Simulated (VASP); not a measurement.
Write the native input for VASP 6.6.1 that does the following.

```yaml
Task: single point
Functional: PBE
Dispersion: D3(BJ)
Potentials_or_basis: VASP PAW PBE potentials, release 64 (S, W_sv)
Cutoff: 520 eV
k_mesh: 12 × 12 × 1
Occupations: gaussian, width 0.02 eV
Spin: no spin polarisation
Dipole_correction: yes
Further_INCAR_settings: ALGO = Fast; EDIFF = 1e-06; NBANDS = 35
```

The structure of WS2 lies in POSCAR:

```
WS2
1.0
    3.1597400268      0.0000000000      0.0000000000
   -1.5798700134      2.7364151325      0.0000000000
    0.0000000000      0.0000000000     45.2072918720
S W
4 2
Direct
    0.3333333333      0.6666666667      0.3916872845
    0.3333333333      0.6666666667      0.4613617608
    0.3333333333      0.6666666667      0.5386382196
    0.3333333333      0.6666666667      0.6083126985
    0.6666666667      0.3333333333      0.4265467686
    0.0000000000      0.0000000000      0.5734532680
```

These files were run (other wordings do the same):

INCAR

```
PREC = Accurate
ENCUT = 520
EDIFF = 1E-6
ISMEAR = 0
SIGMA = 0.02
LREAL = F
LASPH = T
NELM = 100
ALGO = Fast
ISIF = 2
LWAVE = F
LCHARG = T
LDIPOL = T
IDIPOL = 3
DIPOL = 0.5 0.5 0.500
GGA = PE
IVDW = 12
LELF = T
LVHAR = T
LVACPOTAV = T
NBANDS = 35
```

KPOINTS

```
Automatic mesh
0
Gamma
  12 12 1
```

Potentials or basis: VASP PAW PBE potentials, release 64 (S, W_sv).

The run is started by

```sh
$ cat potpaw_PBE.64/S/POTCAR potpaw_PBE.64/W_sv/POTCAR > POTCAR
$ mpirun -np 1 vasp_std > vasp.out
```

It gave:

```yaml
Largest_force: 0.006 eV/Å
Band_gap_on_the_k_mesh: 1.65 eV, indirect (least direct gap 1.92 eV)
Dispersion_energy_per_atom: -0.350 eV
Ionisation_potential_of_the_upper_face: 5.46 eV
```

Caveat: spin-orbit coupling is left out, which moves the levels of the heavy elements.

Wall time 9.5 min on 1 thread of Intel(R) Xeon(R) Platinum 8488C (Sapphire Rapids), on a shared host, peak memory 0.58 GiB.
